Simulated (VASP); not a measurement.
# PbSe (lda) (Fm-3m) in VASP: further runs

PbSe (lda) is run at these levels: LDA; tasks: single point, relaxation of cell and atoms.

Everything below comes from runs of VASP 6.6.1. Logs are shortened: lines on timing, memory, paths and dates and some standing lists are left out, and cuts for length are marked.

**Measured values to compare with.**

A printed reference work, monograph reports, for a bulk crystal of PbSe: band gap 0.15 eV (direct) at 4.2 K; band gap 0.28 eV (direct) at 300 K.

The runs below are set against these values where they give the same quantity.

### Step 1. The cell of the first run

It takes space group Fm-3m (No. 225, cubic). The conventional cell has a = 6.121 Å, b = 6.121 Å, c = 6.121 Å, α = 90.00°, β = 90.00°, γ = 90.00°. Pb (site symmetry m-3m) has 6 Se at 3.06 Å within 4.0 Å. Within 4.0 Å of Se (site symmetry m-3m) lie 6 Pb at 3.06 Å.

### Step 2. Single point, LDA

INCAR

```
SYSTEM = PbSe
PREC = Accurate
ENCUT = 500
EDIFF = 1E-6
ISMEAR = 0
SIGMA = 0.1
LREAL = .FALSE.
LASPH = .TRUE.
NELM = 120
ALGO = Normal
ISIF = 2
LWAVE = .FALSE.
LCHARG = .FALSE.
GGA = CA
NBANDS = 17
GGA_COMPAT = .FALSE.
```

KPOINTS

```
Automatic mesh
0
G
  6 6 6
  0 0 0
```

POSCAR

```
PbSe
1.0
    0.0000000000      3.0606500000      3.0606500000
    3.0606500000      0.0000000000      3.0606500000
    3.0606500000      3.0606500000      0.0000000000
Pb Se
1 1
Direct
    0.0000000000      0.0000000000      0.0000000000
    0.5000000000      0.5000000000      0.5000000000
```

Potentials or basis: VASP PAW LDA potentials, release 64 (Pb_d, Se).

Command:

```sh
$ cat potpaw_LDA.64/Pb_d/POTCAR potpaw_LDA.64/Se/POTCAR > POTCAR
$ mpirun -np 1 vasp_std > vasp.out
```

OUTCAR:

```text
SYSTEM = PbSe
   PREC = Accurate
   ENCUT = 500
   EDIFF = 1E-6
   ISMEAR = 0
   LREAL = .FALSE.
   LASPH = .TRUE.
   NELM = 120
   ISIF = 2
   GGA = CA

 ion  position               nearest neighbor table
   1  0.000  0.000  0.000-   2 3.06   2 3.06   2 3.06   2 3.06   2 3.06   2 3.06
   2  0.500  0.500  0.500-   1 3.06   1 3.06   1 3.06   1 3.06   1 3.06   1 3.06

  LATTYP: Found a face centered cubic cell.
 ALAT       =     6.1213000000

  Lattice vectors:

 A1 = (   0.0000000000,   3.0606500000,   3.0606500000)
 A2 = (   3.0606500000,   0.0000000000,   3.0606500000)
 A3 = (   3.0606500000,   3.0606500000,   0.0000000000)

Analysis of symmetry for initial positions (statically):
=====================================================================
 Subroutine PRICEL returns:
 Original cell was already a primitive cell.

 Routine SETGRP: Setting up the symmetry group for a
 face centered cubic supercell.

 Subroutine GETGRP returns: Found 48 space group operations
 (whereof 48 operations were pure point group operations)
 out of a pool of 48 trial point group operations.

The static configuration has the point symmetry O_h .

Analysis of symmetry for dynamics (positions and initial velocities):
=====================================================================
 Subroutine PRICEL returns:
 Original cell was already a primitive cell.

 Routine SETGRP: Setting up the symmetry group for a
 face centered cubic supercell.

 Subroutine GETGRP returns: Found 48 space group operations
 (whereof 48 operations were pure point group operations)
 out of a pool of 48 trial point group operations.

The dynamic configuration has the point symmetry O_h .

 Subroutine INISYM returns: Found 48 space group operations
 (whereof 48 operations are pure point group operations),
 and found     1 'primitive' translations

----------------------------------------------------------------------------------------

                                     Primitive cell

  volume of cell :      57.3418

  direct lattice vectors                    reciprocal lattice vectors
     0.000000000  3.060650000  3.060650000    -0.163363991  0.163363991  0.163363991
     3.060650000  0.000000000  3.060650000     0.163363991 -0.163363991  0.163363991
     3.060650000  3.060650000  0.000000000     0.163363991  0.163363991 -0.163363991

  length of vectors
     4.328412740  4.328412740  4.328412740     0.282954733  0.282954733  0.282954733

  position of ions in fractional coordinates (direct lattice)
     0.000000000  0.000000000  0.000000000
     0.500000000  0.500000000  0.500000000

  ion indices of the primitive-cell ions
   primitive index   ion index
                 1           1
                 2           2

----------------------------------------------------------------------------------------

 KPOINTS: Automatic mesh

Automatic generation of k-mesh.
 Grid dimensions read from file:
 generate k-points for:    6    6    6

 Generating k-lattice:

  Cartesian coordinates                     Fractional coordinates (reciprocal lattice)
    -0.027227332  0.027227332  0.027227332     0.166666667  0.000000000  0.000000000
     0.027227332 -0.027227332  0.027227332     0.000000000  0.166666667  0.000000000
     0.027227332  0.027227332 -0.027227332     0.000000000  0.000000000  0.166666667

  Length of vectors
     0.047159122  0.047159122  0.047159122

  Shift w.r.t. Gamma in fractional coordinates (k-lattice)
     0.000000000  0.000000000  0.000000000

 Subroutine IBZKPT returns following result:
 ===========================================

 Found     16 irreducible k-points:

 Following reciprocal coordinates:
            Coordinates               Weight
  0.000000  0.000000  0.000000      1.000000
  0.166667  0.000000  0.000000      8.000000
  0.333333  0.000000  0.000000      8.000000
  0.500000  0.000000  0.000000      4.000000
  0.166667  0.166667  0.000000      6.000000
  0.333333  0.166667  0.000000     24.000000
[... 8 lines left out ...]
 -0.333333  0.333333  0.166667     24.000000
 -0.333333  0.500000  0.166667     12.000000
   k-points           NKPTS =     16   k-points in BZ     NKDIM =     16   number of bands    NBANDS=     17
   number of dos      NEDOS =    301   number of ions     NIONS =      2
   total plane-waves  NPLWV =  32768
   dimension x,y,z NGX =    32 NGY =   32 NGZ =   32
   dimension x,y,z NGXF=    64 NGYF=   64 NGZF=   64
   ions per type =               1   1
   NGX,Y,Z   is equivalent  to a cutoff of  12.29, 12.29, 12.29 a.u.
   NGXF,Y,Z  is equivalent  to a cutoff of  24.58, 24.58, 24.58 a.u.
 SYSTEM =  PbSe
   PREC   = accura    normal or accurate (medium, high low for compatibility)
   ISTART =      0    job   : 0-new  1-cont  2-samecut
   ICHARG =      2    charge: 1-file 2-atom 10-const
   ISPIN  =      1    spin polarized calculation?
   LNONCOLLINEAR =      F non collinear calculations
   LSORBIT =      F    spin-orbit coupling
   LASPH  =      T    aspherical Exc in radial PAW
   ENCUT  =  500.0 eV  36.75 Ry    6.06 a.u.   7.89  7.89  7.89*2*pi/ulx,y,z
   NELM   =    120;   NELMIN=  2; NELMDL= -5     # of ELM steps
   EDIFF  = 0.1E-05   stopping-criterion for ELM
   LREAL  =      F    real-space projection
[... 7 lines left out ...]
   TEBEG  =    0.0;   TEEND  =   0.0 temperature during run
   PSTRESS=    0.0 pullay stress
   NELECT =      20.0000    total number of electrons
   NUPDOWN=      -1.0000    fix difference up-down
   EMIN   =  10.00;   EMAX   =-10.00  energy-range for DOS
   EFERMI =   0.00;   METHOD = LEGACY
   ISMEAR =     0;   SIGMA  =   0.10  broadening in eV -4-tet -1-fermi 0-gaus
   EFERMI_NEDOS =   21; number of points for ismear=-14 and -15
   IALGO  =     38    algorithm
   IMIX   =      4    mixing-type and parameters
     AMIX     =   0.40;   BMIX     =  1.00
     AMIX_MAG =   1.60;   BMIX_MAG =  1.00
  volume/ion in A,a.u.               =      28.67       193.48
  Fermi-wavevector in a.u.,A,eV,Ry     =   1.152377  2.177676 18.068159  1.327972
  Thomas-Fermi vector in A             =   2.289028
   LORBIT       =      0    0 simple, 1 ext, 2 COOP (PROOUT), +10 PAW based schemes
   GGA     = CA    functional components
   LHFCALC =     F    Hartree Fock is set to
   AEXX    =    0.0000 exact exchange contribution
   IVDW    =     0    specifies the selected vdW correction
   LEPSILON=     F    determine dielectric tensor
   LRPA    =     F    only Hartree local field effects (RPA)
 non-spin polarized calculation
 Gauss-broadening in eV      SIGMA  =   0.10
  energy-cutoff  :      500.00
  volume of cell :       57.34
 maximum number of plane-waves:      1470
   NGX = 15   NGY = 15   NGZ = 15

 number of electron      19.9999997 magnetization

 Free energy of the ion-electron system (eV)
  ---------------------------------------------------
  ext. energy  EPLUGINS =         0.00000000
  ---------------------------------------------------
  free energy    TOTEN  =        -9.44918955 eV

  energy without entropy =       -9.44812781  energy(sigma->0) =       -9.44865868

 E-fermi :   4.9874     XC(G=0):  -9.8466

 val. band max:        4.9051206773   @ k =   0.5000   0.0000   0.0000
 cond. band min:       5.0696881468   @ k =   0.5000   0.0000   0.0000
 fundamental gap:      0.1645674696
 Fermi energy:         4.9874044120

 k-point     1 :       0.0000    0.0000    0.0000
  band No.  band energies     occupation
      1     -11.8705      2.00000
      2     -11.8705      2.00000
      3     -11.8683      2.00000
      4     -11.8683      2.00000
      5     -11.8683      2.00000
      6      -8.7108      2.00000
[... 9 lines left out ...]
     16      11.3825      0.00000
     17      12.9308      0.00000

 k-point     2 :       0.1667    0.0000    0.0000
  band No.  band energies     occupation
      1     -11.8763      2.00000
      2     -11.8763      2.00000
      3     -11.8673      2.00000
      4     -11.8602      2.00000
      5     -11.8602      2.00000
      6      -8.5027      2.00000
[... 9 lines left out ...]
     16      11.9602      0.00000
     17      14.6858      0.00000

 k-point     3 :       0.3333    0.0000    0.0000
  band No.  band energies     occupation
      1     -11.8886      2.00000
      2     -11.8886      2.00000
      3     -11.8659      2.00000
      4     -11.8433      2.00000
      5     -11.8433      2.00000
      6      -7.9856      2.00000
[... 9 lines left out ...]
     16      13.4175      0.00000
     17      16.6025      0.00000

 k-point     4 :       0.5000    0.0000    0.0000
  band No.  band energies     occupation
      1     -11.8948      2.00000
      2     -11.8948      2.00000
      3     -11.8654      2.00000
      4     -11.8348      2.00000
      5     -11.8348      2.00000
      6      -7.6373      2.00000
[... 9 lines left out ...]
     16      15.0528      0.00000
     17      15.0528      0.00000

 k-point     5 :       0.1667    0.1667    0.0000
  band No.  band energies     occupation
      1     -11.8903      2.00000
      2     -11.8730      2.00000
      3     -11.8656      2.00000
      4     -11.8573      2.00000
      5     -11.8573      2.00000
      6      -8.4280      2.00000
[... 9 lines left out ...]
     16      12.9921      0.00000
     17      13.8093      0.00000

 k-point     6 :       0.3333    0.1667    0.0000
  band No.  band energies     occupation
      1     -11.9118      2.00000
      2     -11.8718      2.00000
      3     -11.8716      2.00000
      4     -11.8475      2.00000
      5     -11.8408      2.00000
      6      -8.0008      2.00000
[... 9 lines left out ...]
     16      14.3306      0.00000
     17      15.7206      0.00000

 k-point     7 :       0.5000    0.1667    0.0000
  band No.  band energies     occupation
      1     -11.9190      2.00000
      2     -11.8829      2.00000
      3     -11.8631      2.00000
      4     -11.8430      2.00000
      5     -11.8327      2.00000
      6      -7.5532      2.00000
[... 9 lines left out ...]
     16      15.2822      0.00000
     17      15.5956      0.00000

 k-point     8 :      -0.3333    0.1667    0.0000
  band No.  band energies     occupation
      1     -11.9058      2.00000
      2     -11.8879      2.00000
      3     -11.8602      2.00000
      4     -11.8428      2.00000
      5     -11.8415      2.00000
      6      -7.6741      2.00000
[... 9 lines left out ...]
     16      14.5294      0.00000
     17      15.8994      0.00000

 k-point     9 :      -0.1667    0.1667    0.0000
  band No.  band energies     occupation
      1     -11.8848      2.00000
      2     -11.8838      2.00000
      3     -11.8657      2.00000
      4     -11.8560      2.00000
      5     -11.8478      2.00000
      6      -8.1817      2.00000
[... 9 lines left out ...]
     16      13.7527      0.00000
     17      14.4723      0.00000

 k-point    10 :       0.3333    0.3333    0.0000
  band No.  band energies     occupation
      1     -11.9571      2.00000
      2     -11.8824      2.00000
      3     -11.8558      2.00000
      4     -11.8343      2.00000
      5     -11.8343      2.00000
      6      -7.7144      2.00000
[... 9 lines left out ...]
     16      15.1804      0.00000
     17      16.0531      0.00000

 k-point    11 :       0.5000    0.3333    0.0000
  band No.  band energies     occupation
      1     -11.9736      2.00000
      2     -11.8782      2.00000
      3     -11.8605      2.00000
      4     -11.8311      2.00000
      5     -11.8270      2.00000
      6      -7.3675      2.00000
[... 9 lines left out ...]
     16      16.0628      0.00000
     17      16.7833      0.00000

 k-point    12 :      -0.3333    0.3333    0.0000
  band No.  band energies     occupation
      1     -11.9472      2.00000
      2     -11.8742      2.00000
      3     -11.8610      2.00000
      4     -11.8429      2.00000
      5     -11.8330      2.00000
      6      -7.3407      2.00000
[... 9 lines left out ...]
     16      14.3019      0.00000
     17      16.4079      0.00000

 k-point    13 :       0.5000    0.5000    0.0000
  band No.  band energies     occupation
      1     -12.0014      2.00000
      2     -11.8870      2.00000
      3     -11.8509      2.00000
      4     -11.8223      2.00000
      5     -11.8223      2.00000
      6      -7.2641      2.00000
[... 9 lines left out ...]
     16      16.4617      0.00000
     17      17.5772      0.00000

 k-point    14 :       0.5000    0.3333    0.1667
  band No.  band energies     occupation
      1     -11.9371      2.00000
      2     -11.8729      2.00000
      3     -11.8687      2.00000
      4     -11.8402      2.00000
      5     -11.8348      2.00000
      6      -7.5862      2.00000
[... 9 lines left out ...]
     16      15.1057      0.00000
     17      15.4639      0.00000

 k-point    15 :      -0.3333    0.3333    0.1667
  band No.  band energies     occupation
      1     -11.9463      2.00000
      2     -11.8766      2.00000
      3     -11.8555      2.00000
      4     -11.8518      2.00000
      5     -11.8281      2.00000
      6      -7.3405      2.00000
[... 9 lines left out ...]
     16      16.2669      0.00000
     17      16.2765      0.00000

 k-point    16 :      -0.3333    0.5000    0.1667
  band No.  band energies     occupation
      1     -11.9750      2.00000
      2     -11.8716      2.00000
      3     -11.8644      2.00000
      4     -11.8392      2.00000
      5     -11.8223      2.00000
      6      -7.2420      2.00000
[... 9 lines left out ...]
     16      16.5470      0.00000
     17      17.5907      0.00000

------------------------ aborting loop because EDIFF is reached ----------------------------------------

  FORCE on cell =-STRESS in cart. coord.  units (eV):
  Direction    XX          YY          ZZ          XY          YZ          ZX
  --------------------------------------------------------------------------------------
  -------------------------------------------------------------------------------------
  Total       -0.7505013     -0.7505013     -0.7505013      0.0000000      0.0000000      0.0000000
  in kB      -20.9696419    -20.9696419    -20.9696419      0.0000000      0.0000000      0.0000000
  external PRESSURE =     -20.9696419 kB  Pullay stress =       0.0000000 kB

 VOLUME and BASIS-vectors are now :
 -----------------------------------------------------------------------------
  energy-cutoff  :      500.00
  volume of cell :       57.34
      direct lattice vectors                 reciprocal lattice vectors
     0.000000000  3.060650000  3.060650000    -0.163363991  0.163363991  0.163363991
     3.060650000  0.000000000  3.060650000     0.163363991 -0.163363991  0.163363991
     3.060650000  3.060650000  0.000000000     0.163363991  0.163363991 -0.163363991

 POSITION                                       TOTAL-FORCE (eV/Angst)
 -----------------------------------------------------------------------------------
      0.00000      0.00000      0.00000         0.000000      0.000000      0.000000
      3.06065      3.06065      3.06065         0.000000      0.000000     -0.000000
 -----------------------------------------------------------------------------------
    total drift:                                0.000000     -0.000000     -0.000000

  FREE ENERGIE OF THE ION-ELECTRON SYSTEM (eV)
  ---------------------------------------------------
  free  energy   TOTEN  =        -9.4491895519 eV

  energy  without entropy=       -9.4481278140  energy(sigma->0) =       -9.44865868
```

Run time: 5.8 s. Hardware: 1 thread of Intel Xeon 6975P-C (Granite Rapids), shared host; peak memory 0.15 GiB.

Results:

* Free energy: -9.4492 eV
* Pressure: -2.1 GPa
* Band gap on the k mesh: 0.16 eV, direct

Caveat: spin-orbit coupling is left out, which moves the levels of the heavy elements.

### Step 3. Single point, LDA

This run uses another cell than the first one, of 27.57 Å³/atom, 0.962 times its volume.

INCAR

```
  PREC = Accurate
  ENCUT = 500
  EDIFF = 1E-6
  ISMEAR = 0
  SIGMA = 0.01
  LREAL = False
  LASPH = True
  NELM = 120
  ALGO = Normal
  ISIF = 2
  LWAVE = False
  LCHARG = False
  GGA = CA
  NBANDS = 17
  GGA_COMPAT = False
```

KPOINTS

```
regular mesh
0
Gamma
  10 10 10
```

POSCAR

```
PbSe
1.0
    0.0000000000      3.0209141128      3.0209141128
    3.0209141128      0.0000000000      3.0209141128
    3.0209141128      3.0209141128      0.0000000000
Pb Se
1 1
Direct
    0.0000000000      0.0000000000      0.0000000000
    0.5000000000      0.5000000000      0.5000000000
```

Potentials or basis: VASP PAW LDA potentials, release 64 (Pb_d, Se).

Command:

```sh
$ cat potpaw_LDA.64/Pb_d/POTCAR potpaw_LDA.64/Se/POTCAR > POTCAR
$ mpirun -np 1 vasp_std > vasp.out
```

Run time: 13 s. Hardware: 1 thread of Intel Xeon 6975P-C (Granite Rapids), shared host; peak memory 0.17 GiB.

It converged, with:

```yaml
Free_energy: -9.4570 eV
Pressure: 0.1 GPa
Band_gap_on_the_k_mesh: 0.03 eV, direct
```

Levels at points of the mesh, in eV from the valence-band top:
```tsv
k point	band 8	band 9	band 10	band 11	band 12	band 13
(0.00, 0.00, 0.00)	-2.09	-2.09	-2.09	4.65	4.65	4.65
(0.50, 0.00, 0.00)	-1.63	-1.63	0.00	0.03	1.48	1.48
(0.50, 0.50, 0.00)	-5.39	-3.53	-3.53	3.41	5.62	5.62
```

Caveat: spin-orbit coupling is left out, which moves the levels of the heavy elements.

[end of part 1 of 2]
